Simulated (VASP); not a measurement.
Crystal: Ta.

```xyz
2
Lattice="2.8669 0.0000 0.0000 -1.4335 2.4828 0.0000 0.0000 0.0000 5.0933" Properties=species:S:1:pos:R:3 pbc="T T T"
Ta    0.0000    1.6552    1.2733
Ta    1.4335    0.8276    3.8200
```

This isn't the form of Ta at room conditions, which is bcc.

Base run:

```yaml
Program: VASP 6.6.1
Functional: PBEsol
Potentials_or_basis: VASP PAW PBE potentials, release 64 (Ta_pv)
Cutoff: 700 eV
k_mesh: 18 × 18 × 10
Occupations: gaussian, width 0.1 eV
Spin: no spin polarisation
```

Its results: band gap on the k mesh none (metal or under the smearing width); pressure 0.0 GPa.

Task: After a change of settings the same cell gave: band gap on the k mesh none (metal or under the smearing width); pressure 0.9 GPa. Which change was it?
A. cutoff from 700 eV to 520 eV; occupations from gaussian, width 0.1 eV to gaussian, width 0.5 eV
B. cutoff from 700 eV to 900 eV
C. cutoff from 700 eV to 520 eV; k mesh from 18 × 18 × 10 to 27 × 27 × 12
D. functional from PBEsol to r2SCAN; cutoff from 700 eV to 520 eV; further incar settings from ALGO = Fast; EDIFF = 1e-06 to ALGO = Normal; EDIFF = 1e-06

Result: A.

Caveats: the PAW data sets were made with another functional, which shifts forces and pressure a little.
